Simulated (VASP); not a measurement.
# KI (Fm-3m) in VASP: settings compared, part 3 of 3

VASP 6.6.1. Earlier steps stand in the parts before.

## 5. Relaxation of cell and atoms, BLYP

INCAR reads:

```
SYSTEM = KI
PREC = Accurate
ENCUT = 600
EDIFF = 1E-6
ISMEAR = -1
SIGMA = 0.05
LREAL = .FALSE.
LASPH = .TRUE.
NELM = 80
ALGO = Fast
ISIF = 3
LWAVE = .FALSE.
LCHARG = .FALSE.
GGA = B5
ALDAX = 1.0
AGGAX = 1.0
AGGAC = 1.0
ALDAC = 0.0
IBRION = 2
NSW = 40
EDIFFG = -0.005
```

KPOINTS reads:

```
regular mesh
0
G
  7 7 7
  0 0 0
```

POSCAR reads:

```
KI
1.0
    0.0000000000      3.5327750000      3.5327750000
    3.5327750000      0.0000000000      3.5327750000
    3.5327750000      3.5327750000      0.0000000000
I K
1 1
Direct
    0.5000000000      0.5000000000      0.5000000000
    0.0000000000      0.0000000000      0.0000000000
```

Potentials or basis: VASP PAW PBE potentials, release 64 (I, K_sv).

Command:

```bash
$ cat potpaw_PBE.64/I/POTCAR potpaw_PBE.64/K_sv/POTCAR > POTCAR
$ mpirun -np 1 vasp_std > vasp.out
```

OUTCAR:

```text
SYSTEM = KI
   PREC = Accurate
   ENCUT = 600
   EDIFF = 1E-6
   ISMEAR = -1
   LREAL = .FALSE.
   LASPH = .TRUE.
   NELM = 80
   ISIF = 3
   GGA = B5
   IBRION = 2
   NSW = 40
   EDIFFG = -0.005

 ion  position               nearest neighbor table
   1  0.500  0.500  0.500-   2 3.53   2 3.53   2 3.53   2 3.53   2 3.53   2 3.53
   2  0.000  0.000  0.000-   1 3.53   1 3.53   1 3.53   1 3.53   1 3.53   1 3.53

  LATTYP: Found a face centered cubic cell.
 ALAT       =     7.0655500000

  Lattice vectors:

 A1 = (   0.0000000000,   3.5327750000,   3.5327750000)
 A2 = (   3.5327750000,   0.0000000000,   3.5327750000)
 A3 = (   3.5327750000,   3.5327750000,   0.0000000000)

Analysis of symmetry for initial positions (statically):
=====================================================================
 Subroutine PRICEL returns:
 Original cell was already a primitive cell.

 Routine SETGRP: Setting up the symmetry group for a
 face centered cubic supercell.

 Subroutine GETGRP returns: Found 48 space group operations
 (whereof 48 operations were pure point group operations)
 out of a pool of 48 trial point group operations.

The static configuration has the point symmetry O_h .

Analysis of symmetry for dynamics (positions and initial velocities):
=====================================================================
 Subroutine PRICEL returns:
 Original cell was already a primitive cell.

 Routine SETGRP: Setting up the symmetry group for a
 face centered cubic supercell.

 Subroutine GETGRP returns: Found 48 space group operations
 (whereof 48 operations were pure point group operations)
 out of a pool of 48 trial point group operations.

The dynamic configuration has the point symmetry O_h .

 Subroutine INISYM returns: Found 48 space group operations
 (whereof 48 operations are pure point group operations),
 and found     1 'primitive' translations

----------------------------------------------------------------------------------------

                                     Primitive cell

  volume of cell :      88.1816

  direct lattice vectors                    reciprocal lattice vectors
     0.000000000  3.532775000  3.532775000    -0.141531799  0.141531799  0.141531799
     3.532775000  0.000000000  3.532775000     0.141531799 -0.141531799  0.141531799
     3.532775000  3.532775000  0.000000000     0.141531799  0.141531799 -0.141531799

  length of vectors
     4.996098318  4.996098318  4.996098318     0.245140266  0.245140266  0.245140266

  position of ions in fractional coordinates (direct lattice)
     0.500000000  0.500000000  0.500000000
     0.000000000  0.000000000  0.000000000

  ion indices of the primitive-cell ions
   primitive index   ion index
                 1           1
                 2           2

----------------------------------------------------------------------------------------

 KPOINTS: regular mesh

Automatic generation of k-mesh.
 Grid dimensions read from file:
 generate k-points for:    7    7    7

 Generating k-lattice:

  Cartesian coordinates                     Fractional coordinates (reciprocal lattice)
    -0.020218828  0.020218828  0.020218828     0.142857143  0.000000000  0.000000000
     0.020218828 -0.020218828  0.020218828     0.000000000  0.142857143  0.000000000
     0.020218828  0.020218828 -0.020218828     0.000000000  0.000000000  0.142857143

  Length of vectors
     0.035020038  0.035020038  0.035020038

  Shift w.r.t. Gamma in fractional coordinates (k-lattice)
     0.000000000  0.000000000  0.000000000

 Subroutine IBZKPT returns following result:
 ===========================================

 Found     20 irreducible k-points:

 Following reciprocal coordinates:
            Coordinates               Weight
  0.000000  0.000000  0.000000      1.000000
  0.142857  0.000000  0.000000      8.000000
  0.285714  0.000000  0.000000      8.000000
  0.428571  0.000000  0.000000      8.000000
  0.142857  0.142857  0.000000      6.000000
  0.285714  0.142857  0.000000     24.000000
[... 12 lines left out ...]
 -0.428571  0.428571  0.142857     24.000000
 -0.285714  0.428571  0.142857     24.000000
   k-points           NKPTS =     20   k-points in BZ     NKDIM =     20   number of bands    NBANDS=     12
   number of dos      NEDOS =    301   number of ions     NIONS =      2
   total plane-waves  NPLWV =  64000
   dimension x,y,z NGX =    40 NGY =   40 NGZ =   40
   dimension x,y,z NGXF=    80 NGYF=   80 NGZF=   80
   ions per type =               1   1
   NGX,Y,Z   is equivalent  to a cutoff of  13.31, 13.31, 13.31 a.u.
   NGXF,Y,Z  is equivalent  to a cutoff of  26.62, 26.62, 26.62 a.u.
 SYSTEM =  KI
   PREC   = accura    normal or accurate (medium, high low for compatibility)
   ISTART =      0    job   : 0-new  1-cont  2-samecut
   ICHARG =      2    charge: 1-file 2-atom 10-const
   ISPIN  =      1    spin polarized calculation?
   LNONCOLLINEAR =      F non collinear calculations
   LSORBIT =      F    spin-orbit coupling
   LASPH  =      T    aspherical Exc in radial PAW
   ENCUT  =  600.0 eV  44.10 Ry    6.64 a.u.   9.98  9.98  9.98*2*pi/ulx,y,z
   NELM   =     80;   NELMIN=  2; NELMDL= -5     # of ELM steps
   EDIFF  = 0.1E-05   stopping-criterion for ELM
   LREAL  =      F    real-space projection
   EDIFFG = -.5E-02   stopping-criterion for IOM
   NSW    =     40    number of steps for IOM
   IBRION =      2    ionic relax: 0-MD 1-quasi-New 2-CG
   NFREE  =      1    steps in history (QN), initial steepest desc. (CG)
   ISIF   =      3    stress and relaxation
   ISYM   =      2    0-nonsym 1-usesym 2-fastsym
   POTIM  = 0.5000    time-step for ionic-motion
   TEBEG  =    0.0;   TEEND  =   0.0 temperature during run
   PSTRESS=    0.0 pullay stress
   NELECT =      16.0000    total number of electrons
   NUPDOWN=      -1.0000    fix difference up-down
   EMIN   =  10.00;   EMAX   =-10.00  energy-range for DOS
   EFERMI =   0.00;   METHOD = LEGACY
   ISMEAR =    -1;   SIGMA  =   0.05  broadening in eV -4-tet -1-fermi 0-gaus
   EFERMI_NEDOS =   21; number of points for ismear=-14 and -15
   IALGO  =     68    algorithm
   IMIX   =      4    mixing-type and parameters
     AMIX     =   0.40;   BMIX     =  1.00
     AMIX_MAG =   1.60;   BMIX_MAG =  1.00
  volume/ion in A,a.u.               =      44.09       297.54
  Fermi-wavevector in a.u.,A,eV,Ry     =   0.926806  1.751409 11.686988  0.858969
  Thomas-Fermi vector in A             =   2.052808
   LORBIT       =      0    0 simple, 1 ext, 2 COOP (PROOUT), +10 PAW based schemes
   GGA     = B5    functional components
   LHFCALC =     F    Hartree Fock is set to
   AEXX    =    0.0000 exact exchange contribution
   IVDW    =     0    specifies the selected vdW correction
   LEPSILON=     F    determine dielectric tensor
   LRPA    =     F    only Hartree local field effects (RPA)
 conjugate gradient relaxation of ions
 non-spin polarized calculation
 RMM-DIIS sequential band-by-band and
  energy-cutoff  :      600.00
  volume of cell :       88.18
 maximum number of plane-waves:      2958
   NGX = 19   NGY = 19   NGZ = 19

--------------------------------------- Ionic step        1  -------------------------------------------

 number of electron      15.9999999 magnetization

 Free energy of the ion-electron system (eV)
  ---------------------------------------------------
  ext. energy  EPLUGINS =         0.00000000
  ---------------------------------------------------
  free energy    TOTEN  =        -5.06727599 eV

  energy without entropy =       -5.06727599  energy(sigma->0) =       -5.06727599

------------------------ aborting loop because EDIFF is reached ----------------------------------------

  FORCE on cell =-STRESS in cart. coord.  units (eV):
  Direction    XX          YY          ZZ          XY          YZ          ZX
  --------------------------------------------------------------------------------------
  -------------------------------------------------------------------------------------
  Total        0.7627483      0.7627483      0.7627483      0.0000000      0.0000000      0.0000000
  in kB       13.8584259     13.8584259     13.8584259      0.0000000      0.0000000      0.0000000
  external PRESSURE =      13.8584259 kB  Pullay stress =       0.0000000 kB
[... 93 lines left out ...]
  energy  without entropy=       -5.1089370903  energy(sigma->0) =       -5.10893709

--------------------------------------- Ionic step        4  -------------------------------------------

 number of electron      15.9999999 magnetization

 Free energy of the ion-electron system (eV)
  ---------------------------------------------------
  ext. energy  EPLUGINS =         0.00000000
  ---------------------------------------------------
  free energy    TOTEN  =        -5.10898021 eV

  energy without entropy =       -5.10898021  energy(sigma->0) =       -5.10898021

 E-fermi :   0.4391     XC(G=0):  -6.4102

 val. band max:       -0.6392456332   @ k =   0.0000   0.0000   0.0000
 cond. band min:       3.0913720093   @ k =   0.0000   0.0000   0.0000
 fundamental gap:      3.7306176425
 Fermi energy:         0.4390819721

 k-point     1 :       0.0000    0.0000    0.0000
  band No.  band energies     occupation
      1     -29.4001      2.00000
      2     -12.9517      2.00000
      3     -12.9517      2.00000
      4     -12.9517      2.00000
      5     -10.9933      2.00000
      6      -0.6392      2.00000
      7      -0.6392      2.00000
      8      -0.6392      2.00000
      9       3.0914      0.00000
     10       5.8233      0.00000
     11       5.8233      0.00000
     12       5.8233      0.00000
[... 312 lines left out ...]
  FREE ENERGIE OF THE ION-ELECTRON SYSTEM (eV)
  ---------------------------------------------------
  free  energy   TOTEN  =        -5.1089802084 eV

  energy  without entropy=       -5.1089802083  energy(sigma->0) =       -5.10898021

 reached required accuracy - stopping structural energy minimisation
```

Run time: 3.3 min. Hardware: 1 thread of Intel Xeon Platinum 8488C (Sapphire Rapids), shared host; peak memory 0.26 GiB.

What came out:

```
Free energy                            : -5.1090 eV
Relaxed volume                         : 49.45 Å³/atom
Relaxed cell                           : a = 5.191 Å, b = 5.191 Å, c = 5.191 Å, α = 60.00°, β = 60.00°, γ = 60.00°
Space group after relaxing (to 0.05 Å) : Fm-3m (No. 225)
Energy gained by relaxing              : 20.9 meV/atom
Ionic steps                            : 4
Pressure after relaxing                : 0.0 GPa
Band gap on the k mesh                 : 3.73 eV, direct
```

The path:
```tsv
step	energy change (eV)	largest force (eV/Å)	pressure (GPa)	volume (Å³)
1	0.0000	0.0000	1.39	88.18
2	-0.0308	0.0000	0.63	93.14
3	-0.0417	0.0000	-0.04	99.30
4	-0.0417	0.0000	-0.01	98.90
```

Final structure:
```xyz
2
Lattice="0.0000 3.6705 3.6705 3.6705 0.0000 3.6705 3.6705 3.6705 0.0000" Properties=species:S:1:pos:R:3 pbc="T T T"
I     3.6705    3.6705    3.6705
K     0.0000    0.0000    0.0000
```

Caveat: the PAW data sets were made with another functional, which shifts forces and pressure a little; spin-orbit coupling is left out, which moves the levels of the heavy elements; an odd mesh through Γ misses points on the zone boundary, where band edges often lie.

## 6. The reference run

An earlier run on the cell as given: functional PBE; potentials or basis VASP PAW PBE potentials, release 64 (I, K_sv); cutoff 520 eV; k mesh 7 × 7 × 7; occupations fermi-dirac, width 0.05 eV; no spin polarisation.

* Pressure: 0.6 GPa
* Band gap on the k mesh: 3.96 eV, direct

## 7. Overview

```csv
task,level,cell,cutoff (eV),gap on the mesh (eV),pressure (GPa),relaxed volume (Å³/atom)
relaxation of cell and atoms,PBEsol,relaxed,600,3.86,0.0,43.16
relaxation of cell and atoms,RPBE,relaxed,600,3.94,0.0,51.19
relaxation of cell and atoms,revPBE,relaxed,600,3.94,0.0,50.50
relaxation of cell and atoms,BLYP,relaxed,600,3.73,0.0,49.45
single point,PBE,as given,520,3.96,0.6,-
```

Alike in all rows: potentials or basis VASP PAW PBE potentials, release 64 (I, K_sv); no spin polarisation; k mesh 7 × 7 × 7; smearing fermi-dirac 0.05 eV.

Caveats: spin-orbit coupling is left out, which moves the levels of the heavy elements; the PAW data sets were made with another functional, which shifts forces and pressure a little (some runs); an odd mesh through Γ misses points on the zone boundary, where band edges often lie (some runs); the volume moved by over 15 % at a fixed basis, so the end points are rough (some runs).

Total energies depend on the potentials used, so only differences within one code and one set of settings carry meaning.
